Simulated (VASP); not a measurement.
# ZnS: self-consistent run

ZnS, F-43m (no. 216), 2 atoms in the cell. PBE; PAW potentials Zn, S (PBE set).

## Input

INCAR:
```
  PREC = Accurate
  ENCUT = 520
  EDIFF = 1E-7
  ISMEAR = 0
  SIGMA = 0.02
  LREAL = F
  LASPH = T
  ALGO = Normal
  NELM = 100
  ISIF = 2
  LWAVE = F
  LCHARG = F
  GGA = PE
  GGA_COMPAT = F
```

KPOINTS:
```
k-points
0
Gamma
  7 7 7
```

POSCAR:
```
ZnS
1.0
    0.0000000000      2.7020000000      2.7020000000
    2.7020000000      0.0000000000      2.7020000000
    2.7020000000      2.7020000000      0.0000000000
Zn S
1 1
Direct
    0.7500000000      0.7500000000      0.7500000000
    0.0000000000      0.0000000000      0.0000000000
```

Commands:
```
cat potpaw_PBE.64/Zn/POTCAR potpaw_PBE.64/S/POTCAR > POTCAR
mpirun -np 1 vasp_std > vasp.out
```

## Result

- Pressure (GPa): 1.76
- Gap on the mesh (eV): 2.114
- Fermi level (eV): 2.209

Levels at the zone centre (eV from the valence top there):

| 1 | 2 | 3 |
|---|---|---|
| 0.000 | 0.000 | 2.114 |

VASP 6.6.1 took 5.2 s on 1 core (Intel Xeon 6975P-C (Granite Rapids)), a shared host.
